# When a dispersion correction meets a dense metal

Before relaxing a dense phase of boron, one has to decide whether to add a dispersion correction to PBE, and which one. In simple-cubic boron, nine of the ten corrections tried here shrink the volume by 1 to 4 percent. The six whose dispersion energies are available also add a few tenths of an electronvolt of binding per atom, while the volume change costs PBE only about a hundredth of an electronvolt or less. These scales are worth remembering: a large correction to the energy can look harmless in the structure.

VASP calculations for simple-cubic boron (Pm-3m, one atom per cell) using PBE, alone and with dispersion corrections, the recommended PBE PAW potentials, a 600 eV plane-wave cutoff and a 14×14×14 k-point mesh. Volumes are for a static lattice, without zero-point or thermal motion.

| method | smearing | equilibrium volume (Å³/atom) |
| --- | --- | --- |
| PBE | gaussian 0.05eV | 6.700 |
| PBE-D2 | fermi-dirac 0.05eV | 6.532 |
| PBE-D3 | fermi-dirac 0.05eV | 6.630 |
| PBE-D3(BJ) | fermi-dirac 0.05eV | 6.555 |
| PBE-D4 | fermi-dirac 0.05eV | 6.559 |
| PBE-MBD | fermi-dirac 0.05eV | 6.527 |
| PBE-MBD-FI | fermi-dirac 0.05eV | 6.523 |
| PBE-TS | fermi-dirac 0.05eV | 6.430 |
| PBE-TS-HI | fermi-dirac 0.05eV | 6.446 |
| PBE-dDsC | fermi-dirac 0.05eV | 6.566 |
| PBE-rVV10 | fermi-dirac 0.05eV | 6.700 |

## The disagreement is the warning

Nine of the ten corrections shrink the cell, but they do not agree on how much. D3 gives 6.630 Å³ per atom and TS gives 6.430 Å³, a spread of 0.200 Å³. The median contraction is only 0.168 Å³, so the choice of correction matters as much as the decision to use one. The plain PBE run also has a different smearing from the others, but at this small width the effect is far too weak to explain the contractions.

This exposes a failure even without a measured volume. Wherever the true volume lies, D3 and TS cannot both be closer to it than half their separation, or 0.100 Å³. At least one of them is therefore wrong by about 1.5 percent or more. The table does not say which one, nor does it show that plain PBE is better.

The rVV10 row needs separate treatment. It repeats the PBE volume to the last digit, and the relaxation also started from that volume. A negligible effect, an inactive correction and a cell that never moved would all look the same, so this row is no evidence that rVV10 suits the metal.

## Why short contacts are difficult

Dispersion is the attraction between fluctuating dipoles. For two well-separated atoms its energy is −C₆/r⁶, where r is their distance and C₆ measures how strongly their electron clouds respond. This picture assumes that the two clouds are distinct. In simple-cubic boron each atom has six neighbours at about 1.9 Å, and the electrons between them form the metallic bond.

PBE already describes much of the correlation at such distances. A correction must therefore be faded out at short range by a damping function, or the same attraction is counted twice. In a molecular crystal damping already weakens the closest contacts between molecules, but their electron clouds overlap only a little. Here it has to act on bonded neighbours, in a region where the 1/r⁶ law has lost its basis.

The two D3 rows show how much this matters. They use the same dispersion coefficients but different damping, with parameters readjusted to match. The contraction doubles, from 0.070 Å³ with zero damping to 0.145 Å³ with D3(BJ).

The form of the damping suggests why. Zero damping drives the dispersion energy of a close pair towards zero, so pushing the pair together loses attraction, and the pull is left to more distant neighbours. The BJ form lets the energy level off at a finite negative value, so with fixed coefficients it still falls slightly as a close pair approaches and does not push the pair apart. Neither form was designed to describe a metallic bond.

## The volume feels a slope

It is tempting to judge a correction by the size of its dispersion energy. The volume responds to something else: how fast that energy changes when the crystal is compressed. An attraction of the same strength at every volume would strengthen the binding and leave the cell as it was.

A simple balance makes this precise. Let V be the volume per atom and V₀ its PBE value. Near V₀ the PBE energy rises as k(V₀ − V)², where k measures the stiffness. At the new minimum the slope of the dispersion energy equals 2k(V₀ − V), so the contraction is that slope divided by 2k.

TS and MBD show the difference between size and slope. The MBD dispersion energy is only 7 percent smaller than that of TS, yet its contraction is 36 percent smaller. D4 and D3(BJ) show the reverse: their volumes nearly coincide, while their dispersion energies differ by 21 meV per atom. Agreement on the volume is therefore no guarantee of agreement on the energy.

## One estimate, worked through

Subtracting the dispersion energy from the total energy leaves the PBE part at each relaxed volume. This part is 6.535 meV per atom higher at the TS volume than at the D4 volume. The contractions in these two rows are 0.270 and 0.141 Å³, which fixes the stiffness:

k = 6.535 / (0.270² − 0.141²) ≈ 123 meV/Å⁶ per atom.

The MBD row was not used to set k, so it can test the parabola. Its contraction is 0.173 Å³, and the PBE part should lie above the D4 value by

123 × (0.173² − 0.141²) ≈ 1.24 meV per atom.

The calculation gives 1.25 meV. The parabola thus works well over this narrow range, and the printed output below collects its ingredients. It confirms how PBE resists compression, but it cannot tell whether any dispersion slope is right.

The same k gives the PBE cost of the whole TS contraction: 123 × 0.270² ≈ 9 meV per atom. The TS dispersion energy is 362 meV, some forty times larger. Most of that energy hardly changes over the small contraction, so the modest change in volume conceals it.

## What atoms cannot know about a metal

Damping is one weakness; the response of the electrons is another. TS adds up pairs of atoms, each with a polarisability adapted to its surroundings. In a metal the conduction electrons respond collectively and screen the fluctuating dipoles. A sum over pairs misses this screening and can bind too strongly.

MBD couples the atomic dipoles to one another and so includes part of the screening. Its smaller contraction fits that explanation. The damping changes along with the coupling, however, so the step from TS to MBD does not isolate screening as the cause. MBD also still starts from oscillators placed on atoms, which are a poor picture of free-moving electrons.

## Choosing for the next crystal

The contacts indicate where to expect trouble. In a layered crystal such as graphite, dispersion holds the sheets together across a wide gap, and plain PBE lacks most of that attraction. A correction is then needed for a sound physical reason. In a dense metal without such gaps, PBE already describes much of the bonding, so a benefit from the correction has to be shown rather than assumed.

For a phase like this one, a useful test is to repeat the relaxation with a different damping and with a many-body scheme. If the volumes scatter as widely as they do here, the scatter belongs in the stated uncertainty. Energies need their own comparison: TS and D3(BJ) differ by 134 meV per atom in dispersion energy, and a comparison with a less dense phase would inherit whatever part of that difference does not cancel.

Numerical output:

```
Contraction against plain PBE:
         row  contraction in A^3 per atom  contraction in percent  cell edge in A
         PBE                            0                       0           1.885
      PBE-D2                        0.168                   2.507           1.869
      PBE-D3                         0.07                   1.045           1.879
  PBE-D3(BJ)                        0.145                   2.164           1.872
      PBE-D4                        0.141                   2.104           1.872
     PBE-MBD                        0.173                   2.582           1.869
  PBE-MBD-FI                        0.177                   2.642           1.868
      PBE-TS                         0.27                    4.03            1.86
   PBE-TS-HI                        0.254                   3.791           1.861
    PBE-dDsC                        0.134                       2           1.873
   PBE-rVV10                            0                       0           1.885
Number of corrections that shrink the cell: 9
Median contraction of these in A^3 per atom: 0.168
Spread of these from smallest to largest in A^3 per atom: 0.2
Largest contraction over smallest: 3.857
Contraction with D3(BJ) over that with D3 zero damping: 2.071
Contraction with MBD lower than with TS by percent: 35.93
Size of dispersion energy with MBD lower than with TS by percent: 6.868
Size of dispersion energy with D4 less D3(BJ) in meV per atom: 21.23
Volume with D4 less D3(BJ) in A^3 per atom: 0.004
Size of dispersion energy with TS less D3(BJ) in meV per atom: 134.3
PBE part at the TS volume above that at the D4 volume in meV per atom: 6.535
PBE part at the MBD volume above that at the D4 volume in meV per atom: 1.25
The same MBD to D4 difference from the parabola in meV per atom: 1.238
PBE cost of the whole TS contraction from the parabola in meV per atom: 8.985
Size of the TS dispersion energy in meV per atom: 361.7
```
